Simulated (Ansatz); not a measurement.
**From the elastic tensor of GaP at 18 GPa (stress–strain coefficients) to moduli and sound speeds**

Computed with DFT PBE, scalar-relativistic, plane waves, PAW in Ansatz 0.2.0. Settings: 420 eV plane-wave cutoff, Γ-centred 10×10×10 mesh, fixed occupations. No spin polarisation.

Symmetry: F-43m, No. 216, cubic system. Conventional cell: a = 5.215 Å, b = 5.215 Å, c = 5.215 Å, α = 90.00°, β = 90.00°, γ = 90.00°. Around Ga (site symmetry -43m) lie 4 P at 2.26 Å. P (site symmetry -43m) has 4 Ga at 2.26 Å as nearest neighbours.

At this pressure the crystal is close to a known change of phase.

Relaxed-ion constants (GPa, on the Cartesian axes of the calculation):
C11 = 196.5, C12 = 126.0, C13 = 126.0, C22 = 196.5, C23 = 126.0, C33 = 196.5, C44 = 72.4, C55 = 72.4, C66 = 72.4 GPa; the others vanish.

Density 4.716 g/cm³; 2 atoms in 35.46 Å³.

The values that follow are for a polycrystal of randomly turned grains, by Hill's mean where one number stands.

With S = C⁻¹: B_V = (C11+C22+C33+2(C12+C13+C23))/9, G_V = (C11+C22+C33−C12−C13−C23+3(C44+C55+C66))/15, 1/B_R = S11+S22+S33+2(S12+S13+S23), 15/G_R = 4(S11+S22+S33−S12−S13−S23)+3(S44+S55+S66); Hill is their mean. Then v_l = √((B+4G/3)/ρ), v_t = √(G/ρ), v_m = [(2/v_t³+1/v_l³)/3]^(−1/3) and Θ = (ħ/k_B)·v_m·(6π²n/V)^(1/3) for n atoms in the volume V; E = 9BG/(3B+G), ν = (3B−2G)/(2(3B+G)) and A^U = 5G_V/G_R + B_V/B_R − 6.

```
Bulk modulus, Voigt / Reuss / Hill          : 149.5 / 149.5 / 149.5 GPa
Shear modulus, Voigt / Reuss / Hill         : 57.5 / 50.9 / 54.2 GPa
Young's modulus                             : 145 GPa
Poisson ratio                               : 0.338
Pugh ratio B/G                              : 2.76
Universal anisotropy index                  : 0.65
Longitudinal and transverse sound speeds    : 6858 and 3391 m/s
Debye temperature from the mean sound speed : 435 K
```

Cost: 1 run of about 1.8 core-minutes, on Intel Xeon Platinum 8259CL (Skylake/Cascade Lake) (shared hosts).

The crystal resists compression far better than shear, and its softest shear is the tetragonal one, governed by C11 − C12. In a zinc-blende network this strain changes bond angles but, to first order, not bond lengths, so only the weak angular stiffness of the sp³ bonds opposes it. The shear measured by C44 also stretches bonds, even after the sublattices relax, which makes ⟨111⟩, the bond direction, the stiffest under uniaxial load.

Pressure normally raises the bulk modulus of such open tetrahedral lattices much faster than their angular stiffness. The B/G of 2.76 therefore probably reflects compression rather than metallic bonding, and is poor evidence of ductility. The low transverse sound speed dominates the Debye temperature because the mean speed averages inverse cubes and counts two transverse branches against one longitudinal.

The constants satisfy the cubic stability conditions, so the lattice withstands any small homogeneous strain at this pressure. That doesn't establish the lowest enthalpy, since a reconstructive transition can occur before any elastic modulus vanishes.
